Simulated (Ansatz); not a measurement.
Level of theory: Ansatz 0.2.0, DFT, PBE, plane waves (420 eV) with PAW, scalar-relativistic.

An element in the omega (AlB2-type) structure gives this curve. The cell is scaled uniformly from the relaxed one, with fractional coordinates and shape fixed. Energies are extrapolated to zero smearing, pressures are those at the given smearing. Magnetic state: spin not included.

```json
{"V (Å³/atom)": "20.821", "E − E₀ (meV/atom)": "51.3", "P (GPa)": "6.78"}
{"V (Å³/atom)": "21.768", "E − E₀ (meV/atom)": "20.5", "P (GPa)": "3.87"}
{"V (Å³/atom)": "22.714", "E − E₀ (meV/atom)": "4.6", "P (GPa)": "1.67"}
{"V (Å³/atom)": "23.660", "E − E₀ (meV/atom)": "0.0", "P (GPa)": "0.02"}
{"V (Å³/atom)": "24.607", "E − E₀ (meV/atom)": "3.8", "P (GPa)": "-1.22"}
{"V (Å³/atom)": "25.553", "E − E₀ (meV/atom)": "13.9", "P (GPa)": "-2.13"}
{"V (Å³/atom)": "26.500", "E − E₀ (meV/atom)": "28.5", "P (GPa)": "-2.78"}
```

Question: Which element is it?
A. hafnium
B. antimony
C. cadmium
D. lithium

Answer: C. Its fit is V₀ = 23.66 Å³/atom, B₀ = 35 GPa, B₀′ = 6.3.
